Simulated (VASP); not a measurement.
Write the native input for VASP 6.6.1 that does the following.

```
Task                   : single point
Functional             : PBE
Potentials or basis    : VASP PAW PBE potentials, release 64 (Zn)
Cutoff                 : 520 eV
k mesh                 : 8 × 8 × 8
Occupations            : gaussian, width 0.1 eV
Spin                   : no spin polarisation
Dipole correction      : no
Further INCAR settings : ALGO = Fast; EDIFF = 1e-06; NBANDS = 12
```

The structure of Zn lies in POSCAR:

```
Zn
1.0
   -1.5690370000      1.5690370000      1.5690370000
    1.5690370000     -1.5690370000      1.5690370000
    1.5690370000      1.5690370000     -1.5690370000
Zn
1
Direct
    0.0000000000      0.0000000000      0.0000000000
```

This isn't the form of Zn at room conditions, which is hcp.

The input as run:

INCAR

```
ALGO = Fast ; EDIFF = 1E-6
ENCUT = 520 ; GGA = PE
ISIF = 2 ; ISMEAR = 0
LASPH = T ; LCHARG = F
LREAL = F ; LWAVE = F
NBANDS = 12 ; NELM = 60
PREC = Accurate ; SIGMA = 0.1
```

KPOINTS

```
k-points
0
Gamma
  8 8 8
```

Potentials or basis: VASP PAW PBE potentials, release 64 (Zn).

Command:

```sh
$ cat potpaw_PBE.64/Zn/POTCAR > POTCAR
$ mpirun -np 1 vasp_std > vasp.out
```

It gave:

```json
{
  "Pressure": "-0.9 GPa",
  "Band gap on the k mesh": "none (metal or under the smearing width)"
}
```

It took 4.2 s on 1 thread of Intel(R) Xeon(R) 6975P-C (Granite Rapids), on a shared host, peak memory 0.11 GiB.
